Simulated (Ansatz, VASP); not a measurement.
**Cs: VASP beside Ansatz**

```xyz
4
Lattice="5.6359 0.0000 0.0000 -2.8179 4.8808 0.0000 0.0000 0.0000 19.0322" Properties=species:S:1:pos:R:3 pbc="T T T"
Cs    0.0000    0.0000    0.0000
Cs    0.0000    3.2539    4.7581
Cs    0.0000    0.0000    9.5161
Cs    2.8179    1.6269   14.2742
```

Alike in both runs: task single point; functional PBE; k mesh 9 × 9 × 4; occupations gaussian, width 0.1 eV; no spin polarisation.

|  | VASP | Ansatz |
| --- | --- | --- |
| version | VASP 6.6.1 | Ansatz 0.2.0 |
| potentials or method | VASP PAW PBE potentials, release 64 (Cs_sv) | scalar-relativistic, plane waves, PAW |
| plane-wave cutoff (eV) | 520 | 420 |
| valence electrons in the cell | 36 | 36 |

|  | VASP | Ansatz | Ansatz less VASP |
| --- | --- | --- | --- |
| gap on the k mesh at the Fermi level (eV) | none | none | - |
| pressure (GPa) | -0.2 | -0.2 | +0.01 |

A gap of «none» marks a metal or a gap that the smearing closes. With one functional, cell and mesh, what is left measures potentials, basis and numerics.

The runs have no spin-orbit coupling, so splittings on Cs are missing.
